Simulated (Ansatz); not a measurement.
# ZnO, space group P6_3/mmc: band-curvature effective masses by finite differences

With the Python package of Ansatz (0.2.0).

Typed at the interpreter:
```pycon
>>> from dataclasses import dataclass
>>> import ansatz as az
>>> import numpy as np
>>> @dataclass
... class RunConfig:
...     functional: str = "pbesol"
...     dispersion: str = "d4"
...     kgrid: tuple[int, ...] = (6, 6, 4)
...     smearing: str = "fixed"
...
>>> settings = RunConfig()
>>> xtal = (
...     az.Lattice.of([3.28797, 0.0, 0.0], [-1.64398, 2.84746, 0.0], [0.0, 0.0, 7.13044])
...     .atom("Zn", [0.0, 0.0, 0.75])
...     .atom("Zn", [0.0, 0.0, 0.25])
...     .atom("O", [1 / 3, 2 / 3, 0.25])
...     .atom("O", [2 / 3, 1 / 3, 0.75])
... )
>>> job = xtal.calculation()
>>> job = job.functional(settings.functional, dispersion=settings.dispersion)
>>> job = job.basis(19 * az.Ha)
>>> job = job.kpoints(*settings.kgrid)
>>> job = job.occupations(settings.smearing)
>>> outcome = job.band_table().run(threads=1, pin="off")
>>> report = outcome.report
>>> report["mixing_algorithm"], report["preconditioner"], report["eigensolver"]
('MSR1', 'Resta', 'band_cg')
>>> type(outcome).__name__, type(report).__name__
('RunOutcome', 'dict')
>>> report["published_state_doubts"]
[]
>>> levels = np.array(report["eigenvalues_ev"])
>>> filled = round(report["n_electrons"] / 2)
>>> edges = {"top filled band": (filled - 1, levels[:, filled - 1].argmax()), "lowest empty band": (filled, levels[:, filled].argmin())}
>>> gap = levels[:, filled].min() - levels[:, filled - 1].max()
>>> print(f"gap on the mesh {gap:.3f} eV")
gap on the mesh 0.750 eV
>>> if gap <= 0.05:
...     print("no gap: band-edge masses have no meaning here")
...     edges = {}
...
>>> reciprocal = 2 * np.pi * np.linalg.inv(outcome.lattice.cell_ang).T
>>> step = 0.01  # 1/A
>>> pairs = [(0, 1), (0, 2), (1, 2)]
>>> moves = [sign * axis for axis in np.eye(3) for sign in (-1, 1)]
>>> moves += [s1 * np.eye(3)[i] + s2 * np.eye(3)[j] for i, j in pairs for s1 in (1, -1) for s2 in (1, -1)]
>>> for name, (band, index) in edges.items():
...     together = int(np.sum(np.abs(levels[index] - levels[index, band]) < 2e-3))
...     print(name, "at k =", np.round(report["kpoints_frac"][index], 4), f"E = {levels[index, band]:.4f} eV, degeneracy {together}")
...     centre = np.array(report["kpoints_frac"][index]) @ reciprocal
...     points = [centre] + [centre + step * move for move in moves]
...     table = job.band_structure(points, intervals=1, cartesian=True).run(threads=1, pin="off").band_structure().channels[0].eigenvalues_ev
...     if together > 1:
...         level = np.flatnonzero(np.abs(levels[index] - levels[index, band]) < 2e-3)
...         along = (table[1, level] + table[2, level] - 2 * table[0, level]) / step ** 2
...         print("  degenerate level, no single mass tensor; masses of its branches along x:", np.round(7.61996 / along, 3), "m_e")
...         continue
...     e = table[:, band]
...     hessian = np.diag((e[1:7:2] + e[2:7:2] - 2 * e[0]) / step ** 2)
...     for (i, j), (pp, pm, mp, mm) in zip(pairs, e[7:].reshape(3, 4)):
...         hessian[i, j] = hessian[j, i] = (pp - pm - mp + mm) / (4 * step ** 2)
...     curvatures, axes = np.linalg.eigh(hessian)
...     slope = (e[2:7:2] - e[1:7:2]) / (2 * step)
...     print("  slope (eV A):", np.round(slope, 3) + 0.0, "" if np.abs(slope).max() < 0.05 else "- no extremum here, so these are local curvatures and no band-edge masses")
...     for curvature, axis in zip(curvatures, axes.T):
...         print(f"  principal mass {7.61996 / curvature:8.3f} m_e along", np.round(axis, 2) + 0.0)
...
top filled band at k = [0. 0. 0.] E = 3.3934 eV, degeneracy 2
  degenerate level, no single mass tensor; masses of its branches along x: [-0.382 -1.189] m_e
lowest empty band at k = [0. 0. 0.] E = 4.1438 eV, degeneracy 1
  slope (eV A): [0. 0. 0.]
  principal mass    0.465 m_e along [0. 0. 1.]
  principal mass    0.143 m_e along [-0.36  0.93  0.  ]
  principal mass    0.143 m_e along [-0.93 -0.36  0.  ]
```

Semilocal gaps usually lie well under measured ones. The structure comes from a database of computed cells and needn't be a stable or known phase. Gaps and levels are Kohn-Sham values on a finite set of k-points. The masses are finite-difference curvatures at extrema found on a coarse mesh, which needn't be the true band edges; a step that is long against the gap makes them too heavy. At a valence maximum the curvature is negative (the hole mass is its size); mixed signs mark a saddle. Spin-orbit coupling is left out, and light masses scale with the Kohn-Sham gap. Timing: 8.3 s on 1 thread of Arm Neoverse V2, on a shared host, peak memory 0.41 GiB.
